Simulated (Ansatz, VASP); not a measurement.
## One calculation of Cd, two programs

The input INCAR:

```
SYSTEM = Cd
  PREC = Accurate
  ENCUT = 520
  EDIFF = 1E-7
  ISMEAR = -1
  SIGMA = 0.05
  LREAL = .False.
  LASPH = .True.
  NELM = 100
  ALGO = Normal
  ISIF = 2
  LWAVE = .False.
  LCHARG = .False.
  GGA = PE
  NBANDS = 12
```

The input KPOINTS:

```
regular mesh
0
Gamma
  10 10 10
  0 0 0
```

File POSCAR:

```
Cd
1.0
    1.6291898565      0.9406132022      2.4815185721
   -1.6291898565      0.9406132022      2.4815185721
    0.0000000000     -1.8812264044      2.4815185721
Cd
1
Direct
    0.0000000000      0.0000000000      0.0000000000
```

File input.yaml:

```yaml
crystal:
  lattice:
    - [1.6291898565, 0.9406132022, 2.4815185721]
    - [-1.6291898565, 0.9406132022, 2.4815185721]
    - [0.0, -1.8812264044, 2.4815185721]
  atoms:
    - { symbol: Cd, position: [0.0, 0.0, 0.0] }
hamiltonian:
  xc: pbe
  pseudopotentials: { kind: paw }
kpoints:
  mp_grid: { grid: [10, 10, 10] }
scf:
  occupations: { method: fermi_dirac, width: 0.05 }
output:
  forces: true
  stress: true
  eigenvalues: true
  write_density: true
  write_potential: true
  elf: true
  volumetric_format: npy
```

Change from the starting cell: volume scaled by 1.04.

Alike in both runs: task single point; functional PBE; k mesh 10 × 10 × 10; occupations fermi-dirac, width 0.05 eV; no spin polarisation.

|  | VASP | Ansatz |
| --- | --- | --- |
| version | VASP 6.6.1 | Ansatz 0.2.0 |
| potentials or method | VASP PAW PBE potentials, release 64 (Cd) | Ansatz PAW |
| plane-wave cutoff (eV) | 520 | 420 |
| valence electrons in the cell | 12 | 20 |

|  | VASP | Ansatz | Ansatz less VASP |
| --- | --- | --- | --- |
| gap on the k mesh at the Fermi level (eV) | none | none | - |
| pressure (GPa) | 0.4 | 0.1 | -0.25 |
| largest component of the traceless stress (GPa) | 0.44 | 0.40 | -0.039 |

A gap of «none» marks a metal or a gap that the smearing closes. The two sets of potentials don't hold the same shells in valence.
